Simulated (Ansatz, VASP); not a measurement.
**CuO (Tenorite) in VASP and in Ansatz**

```xyz
4
Lattice="2.3212 -1.6963 0.0000 2.3212 1.6963 0.0000 -0.8519 0.0000 5.0594" Properties=species:S:1:pos:R:3 pbc="T T T"
Cu    0.7346   -0.8373    2.5297
Cu    1.1606    0.8373    0.0000
O     1.6257    0.2812    3.8133
O     2.0517   -0.2812    1.2836
```

Alike in both runs: functional PBEsol; k mesh 8 × 8 × 5; occupations fermi-dirac, width 0.05 eV; no spin polarisation.

```csv
,VASP,Ansatz
version,VASP 6.6.1,Ansatz 0.2.0
potentials or method,"VASP PAW PBE potentials, release 64 (Cu, O)",Ansatz PAW
plane-wave cutoff (eV),520,420
valence electrons in the cell,34,50
task,single point,band structure
```

```csv
,VASP,Ansatz,Ansatz less VASP
gap on the k mesh at the Fermi level (eV),none,none,-
pressure (GPa),1.4,0.6,-0.75
largest component of the traceless stress (GPa),1.79,2.03,+0.240
rms of the force components (eV/Å),0.451,0.442,-0.0088
```

Atom by atom the forces differ by 0.023 eV/Å (rms over components). A gap of «none» marks a metal or a gap that the smearing closes. With one functional, cell and mesh, what is left measures potentials, basis and numerics. The two sets of potentials don't hold the same shells in valence.

Caveats: the run has no spin polarisation, though such a crystal can be magnetic; semilocal functionals often make such compounds metallic where correlation or magnetic order opens a gap, which also shifts bond lengths; the PAW data sets were made with another functional, which shifts forces and pressure a little (VASP); the pressure holds a Pulay correction of +0.8 GPa for the finite cutoff (Ansatz); the PAW data sets come from PBE, with cores solved anew for the run's functional, which leaves a small shift of forces and pressure (Ansatz).
